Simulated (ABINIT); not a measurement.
Here is an ABINIT 10.8.3 (patched build) calculation.

Contents of run.abi:

```
ndtset 2

pp_dirpath "./"
pseudos "Pb.LDA_PW-JTH.xml, Cs.LDA_PW-JTH.xml, Cl.LDA_PW-JTH.xml"

acell 5.605 5.605 5.605 Angstrom
rprim
     1.0000000000     0.0000000000     0.0000000000
     0.0000000000     1.0000000000     0.0000000000
     0.0000000000     0.0000000000     1.0000000000
ntypat 3
znucl 82 55 17
natom 5
typat 1 2 3 3 3
xcart
     2.8025000000     2.8025000000     2.8025000000
     0.0000000000     0.0000000000     0.0000000000
     2.8025000000     0.0000000000     2.8025000000
     0.0000000000     2.8025000000     2.8025000000
     2.8025000000     2.8025000000     0.0000000000 Angstrom

ecut 680.284656 eV
pawecutdg 47.0

ixc 7

occopt 3
tsmear 0.05 eV

nstep 100

iomode 3
prtwf 0
prteig 0
prtebands 0
enunit 1
prtden1 1
prtvha1 1
prtvclmb1 1
prtpot1 1

kptopt1 1
ngkpt1 5 5 5
nshiftk1 1
shiftk1 0.0 0.0 0.0
nband1 27
tolvrs1 1.0e-9

iscf2 -2
getden2 1
nband2 31
nbdbuf2 2
tolwfr2 1.0e-12
kptopt2 -5
ndivsm2 6
prteig2 1
prtvol2 -3
kptbounds2
     0.0000000000     0.0000000000     0.0000000000
     0.0000000000     0.5000000000     0.0000000000
     0.5000000000     0.5000000000     0.0000000000
     0.0000000000     0.0000000000     0.0000000000
     0.5000000000     0.5000000000     0.5000000000
     0.0000000000     0.5000000000     0.0000000000
```

Potentials or basis: JTH PAW LDA v2.0.

Command:

```sh
$ abinit run.abi > log 2>&1
```

Q: Predict the band gap on the k mesh.

A: 2.81 eV, direct.

Levels at the corners of the path, in eV from the valence-band top:
| point | band 18 | band 19 | band 20 | band 21 | band 22 | band 23 | band 24 | band 25 | band 26 | band 27 |
| --- | --- | --- | --- | --- | --- | --- | --- | --- | --- | --- |
| Γ | -2.57 | -2.57 | -2.46 | -2.46 | -2.46 | 3.00 | 4.06 | 4.06 | 5.03 | 5.03 |
| X | -2.68 | -2.68 | -2.58 | -2.58 | -1.65 | 2.88 | 4.42 | 5.02 | 5.19 | 5.19 |
| M | -2.77 | -2.77 | -2.69 | -2.14 | -0.80 | 2.36 | 2.36 | 4.78 | 5.22 | 5.53 |
| Γ | -2.57 | -2.57 | -2.46 | -2.46 | -2.46 | 3.00 | 4.06 | 4.06 | 5.03 | 5.03 |
| R | -2.68 | -2.13 | -2.13 | -2.13 | 0.00 | 1.75 | 1.75 | 1.75 | 4.80 | 5.42 |
| X | -2.68 | -2.68 | -2.58 | -2.58 | -1.65 | 2.88 | 4.42 | 5.02 | 5.19 | 5.19 |

Caveat: spin-orbit coupling is left out, which as a rule narrows the gap of such compounds by several tenths of an eV; an odd mesh through Γ misses points on the zone boundary, where band edges often lie. LDA gaps usually lie below the measured ones, often by a third to a half.
